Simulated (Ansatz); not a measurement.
Zincblende NaH, relaxed with r2SCAN: 7 runs in the plane-wave code Ansatz, each a construction of maximally localised Wannier functions. Space group F-43m (No. 216), cubic; conventional cell a = 5.194 Å, 17.51 Å³ an atom. Around Na lie 4 H at 2.25 Å; around H lie 4 Na at 2.25 Å. Spin-unpolarised throughout. Whether this structure exists isn't addressed.

```
CELL_PARAMETERS angstrom
0.00000 2.59692 2.59692
2.59692 0.00000 2.59692
2.59692 2.59692 0.00000
ATOMIC_POSITIONS crystal
Na 0.00000 0.00000 0.00000
H 0.25000 0.25000 0.25000
```

Windows count from the top of the filled bands; a dash means that no such window was set (without an outer window there is no disentanglement). Rows marked drawn have settings drawn at random (some not listed).

```
functional  SCF mesh         trial orbitals  functions   mesh  window (eV)  frozen (eV)  settings  Ω total (Å²)  Ω invariant (Å²)  largest spread (Å²)  least projectability  interpolation miss of the model's filled bands (eV, to the nearest computed level)
       PBE     6×6×6                    H s          1  6×6×6            –            –    chosen          1.48              1.48                 1.48                  0.95                                                                               0.006
       PBE     6×6×6                    H s          1  4×4×4            –            –     drawn          1.38              1.38                 1.38                  0.96                                                                               0.042
       PBE     6×6×6                    H s          1  8×8×8            –            –    chosen          1.52              1.52                 1.52                  0.95                                                                               0.001
    r2SCAN     6×6×6                    H s          1  6×6×6            –            –    chosen          1.42              1.42                 1.42                  0.96                                                                               0.005
     HSE06     6×6×6                    H s          1  6×6×6            –            –    chosen          1.42              1.41                 1.42                  0.96                                                                                   –
       PBE     6×6×6  H s (loose tolerance)          1  6×6×6            –            –     drawn          1.48              1.48                 1.48                  0.95                                                                               0.006
       PBE     6×6×6                    H s          1  7×7×7            –            –     drawn          1.50              1.50                 1.50                  0.95                                                                               0.004
```

A dash in the last column means that the miss wasn't evaluated.

For H s with PBE the spread goes 1.48 Å² (6×6×6), 1.52 Å² (8×8×8): finite differences on a coarse mesh understate it.
